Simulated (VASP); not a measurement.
# AlN (P6_3mc) in VASP: a series of runs, part 2 of 2

VASP 6.6.1. Earlier steps stand in the parts before.

### 3 Relaxation of cell and atoms, LDA

This run uses another cell than the first one, of 10.24 Å³/atom, 0.980 times its volume.

File INCAR:

```
PREC     = Accurate       # precision mode
ENCUT    = 520            # plane-wave cutoff, eV
EDIFF    = 1E-7           # SCF threshold, eV
ISMEAR   = 0              # smearing method
SIGMA    = 0.02           # smearing width, eV
LREAL    = False          # projectors in reciprocal space
LASPH    = True           # aspherical terms in the spheres
NELM     = 100            # most SCF steps
ALGO     = Normal         # electronic algorithm
ISIF     = 3              # what is computed and relaxed
LWAVE    = False          # write WAVECAR
LCHARG   = False          # write CHGCAR
IBRION   = 2              # ionic algorithm
NSW      = 80             # ionic steps
EDIFFG   = -0.002         # ionic threshold
KPAR     = 4
```

File KPOINTS:

```
Automatic mesh
0
Gamma
  12 12 6
```

File POSCAR:

```
AlN                                     
1.0
    3.0918179688     -0.0000000000      0.0000000000
   -1.5459089844      2.6775929030     -0.0000000000
    0.0000000000     -0.0000000000      4.9484331586
  Al              N             
     2     2
Direct
     0.3333333300000021    0.6666666699999979    0.9990168640840371
     0.6666666699999979    0.3333333300000021    0.4990168640840371
     0.3333333300000021    0.6666666699999979    0.3809831359159655
     0.6666666699999979    0.3333333300000021    0.8809831359159654
```

Potentials or basis: VASP PAW LDA potentials, release 64 (Al, N).

Run with:

```console
> cat potpaw_LDA.64/Al/POTCAR potpaw_LDA.64/N/POTCAR > POTCAR
> mpirun -np 4 vasp_std > vasp.out
```

It took 14 s on 4 MPI ranks of Intel Xeon Platinum 8375C at 2.90GHz (Ice Lake), shared host; peak memory 0.15 GiB.

It converged, with:

- Free energy: -32.8414 eV
- Pressure after relaxing: 0.0 GPa
- Band gap on the k mesh: 4.40 eV, direct

Final structure:
```
CELL_PARAMETERS angstrom
3.09182 0.00000 0.00000
-1.54591 2.67759 0.00000
0.00000 0.00000 4.94843
ATOMIC_POSITIONS crystal
Al 0.33333 0.66667 0.99902
Al 0.66667 0.33333 0.49902
N 0.33333 0.66667 0.38098
N 0.66667 0.33333 0.88098
```

Levels at points of the mesh, in eV from the valence-band top:
```
           k point  band 6  band 7  band 8  band 9  band 10  band 11
(0.00, 0.00, 0.00)   -0.23   -0.23    0.00    4.40     6.70    10.63
(0.50, 0.00, 0.00)   -2.14   -1.84   -0.71    5.72     5.72     8.24
(0.00, 0.00, 0.50)   -0.57   -0.57   -0.57    6.58     6.58    10.30
(0.50, 0.00, 0.50)   -1.51   -1.40   -1.40    5.25     5.25     9.19
```

Caveat: the relaxation stopped at its first step, so nothing moved. Expect the measured gap to be larger: semilocal functionals such as LDA lack the derivative discontinuity.

### 4 Vibrations by finite differences, LDA

This run uses another cell than the first one, of 10.24 Å³/atom, 0.980 times its volume.

File INCAR:

```
ALGO = Normal ; EDIFF = 1E-8
ENCUT = 520 ; IBRION = 6
ISIF = 3 ; ISMEAR = 0
KPAR = 4 ; LASPH = T
LCHARG = F ; LREAL = F
LWAVE = F ; NELM = 100
NFREE = 2 ; NSW = 1
POTIM = 0.015 ; PREC = Accurate
SIGMA = 0.02
```

File KPOINTS:

```
k-points
0
Gamma
  12 12 6
```

File POSCAR:

```
AlN                                     
1.0
    3.0918179688      0.0000000000      0.0000000000
   -1.5459089844      2.6775929030      0.0000000000
    0.0000000000      0.0000000000      4.9484331586
  Al              N             
     2     2
Direct
     0.3333333300000021    0.6666666699999979    0.9990168640840338
     0.6666666699999979    0.3333333300000021    0.4990168640840338
     0.3333333300000021    0.6666666699999979    0.3809831359159688
     0.6666666699999979    0.3333333300000021    0.8809831359159688
```

Potentials or basis: VASP PAW LDA potentials, release 64 (Al, N).

Run with:

```console
> cat potpaw_LDA.64/Al/POTCAR potpaw_LDA.64/N/POTCAR > POTCAR
> mpirun -np 4 vasp_std > vasp.out
```

OUTCAR:

```text
EDIFF = 1E-8
   ENCUT = 520
   IBRION = 6
   ISIF = 3
   ISMEAR = 0
   LASPH = T
   LREAL = F
   NELM = 100
   NFREE = 2
   NSW = 1
   POTIM = 0.015
   PREC = Accurate

 ion  position               nearest neighbor table
   1  0.333  0.667  0.999-   4 1.88   4 1.88   4 1.88   3 1.89   2 3.05   2 3.05   2 3.05   2 3.05
                             2 3.05   2 3.05
   2  0.667  0.333  0.499-   3 1.88   3 1.88   3 1.88   4 1.89   1 3.05   1 3.05   1 3.05   1 3.05
                             1 3.05   1 3.05
   3  0.333  0.667  0.381-   2 1.88   2 1.88   2 1.88   1 1.89
   4  0.667  0.333  0.881-   1 1.88   1 1.88   1 1.88   2 1.89

  LATTYP: Found a hexagonal cell.
 ALAT       =     3.0918179688
 C/A-ratio  =     1.6004930460

  Lattice vectors:

[... 812 lines left out ...]

 INTERNAL STRAIN TENSOR FOR ION    4 for displacements in x,y,z  (eV/Angst):
          X           Y           Z          XY          YZ          ZX
  --------------------------------------------------------------------------------
  x     0.00000     0.00000     0.00000    11.11940    -0.00000     5.65309
  y    11.11940   -11.11940    -0.00000     0.00000     5.65309     0.00000
  z     5.88720     5.88720   -13.05674     0.00000    -0.00000     0.00000

 Eigenvectors and eigenvalues of the dynamical matrix
 ----------------------------------------------------

   1 f  =   21.920187 THz   137.728597 2PiTHz  731.178737 cm-1    90.654569 meV
             X         Y         Z           dx          dy          dz
     -0.000000  1.785062  4.943568    -0.000000   -0.000000    0.007379
      1.545909  0.892531  2.469352    -0.000000   -0.000000   -0.007379
     -0.000000  1.785062  1.885270     0.000000    0.000000   -0.707068
      1.545909  0.892531  4.359486     0.000000    0.000000    0.707068
[... 71 lines left out ...]
  12 f/i=    0.000391 THz     0.002458 2PiTHz    0.013048 cm-1     0.001618 meV
             X         Y         Z           dx          dy          dz
     -0.000000  1.785062  4.943568    -0.560894   -0.120780   -0.000000
      1.545909  0.892531  2.469352    -0.560894   -0.120780   -0.000000
     -0.000000  1.785062  1.885270    -0.404030   -0.087002   -0.000000
      1.545909  0.892531  4.359486    -0.404030   -0.087002   -0.000000

--------------------------------------------------------------------------------------------------------

 ELASTIC MODULI CONTR FROM IONIC RELAXATION (kBar)
 Direction    XX          YY          ZZ          XY          YZ          ZX
 --------------------------------------------------------------------------------
 XX        -783.1796    372.9894    455.1943     -0.0000     -0.0000      0.0000
 YY         372.9894   -783.1796    455.1943      0.0000      0.0000     -0.0000
 ZZ         455.1943    455.1943  -1010.2722      0.0000      0.0000     -0.0000
 XY          -0.0000      0.0000      0.0000   -578.0845      0.0000      0.0000
 YZ          -0.0000      0.0000      0.0000      0.0000   -158.6679      0.0000
 ZX           0.0000     -0.0000     -0.0000     -0.0000      0.0000   -158.6679
 --------------------------------------------------------------------------------

 TOTAL ELASTIC MODULI (kBar)
 Direction    XX          YY          ZZ          XY          YZ          ZX
 --------------------------------------------------------------------------------
 XX        3991.3236   1453.1887   1132.1536     -0.0000     -0.0000      0.0000
 YY        1453.1887   3991.3235   1132.1536      0.0000      0.0000     -0.0000
 ZZ        1132.1536   1132.1536   3727.2256      0.0000      0.0000     -0.0000
 XY          -0.0000      0.0000      0.0000   1269.0674      0.0000      0.0000
 YZ          -0.0000      0.0000      0.0000      0.0000   1160.9165      0.0000
 ZX           0.0000     -0.0000     -0.0000     -0.0000      0.0000   1160.9165
 --------------------------------------------------------------------------------
```

Wall time 8.5 min (4 MPI ranks of Intel Xeon Platinum 8375C at 2.90GHz (Ice Lake), shared host); peak memory 0.42 GiB.

Results:

* Voigt bulk modulus: 213 GPa
* Highest phonon frequency at Γ, LO-TO splitting left out: 731 cm⁻¹

Phonon frequencies in cm⁻¹ (negative: imaginary):
```tsv
q point	frequencies
(0.000, 0.000, 0.000)	0 0 0 239 239 553 624 671 671 682 682 731
```

Elastic tensor in Voigt notation (GPa, in the Cartesian axes of the cell as first typed):
```
399 145 113   0   0   0
145 399 113   0   0   0
113 113 373   0   0   0
  0   0   0 116   0   0
  0   0   0   0 116   0
  0   0   0   0   0 127
```

Clamped-ion elastic tensor (GPa):
```
477 108  68   0   0   0
108 477  68   0   0   0
 68  68 474   0   0   0
  0   0   0 132   0   0
  0   0   0   0 132   0
  0   0   0   0   0 185
```
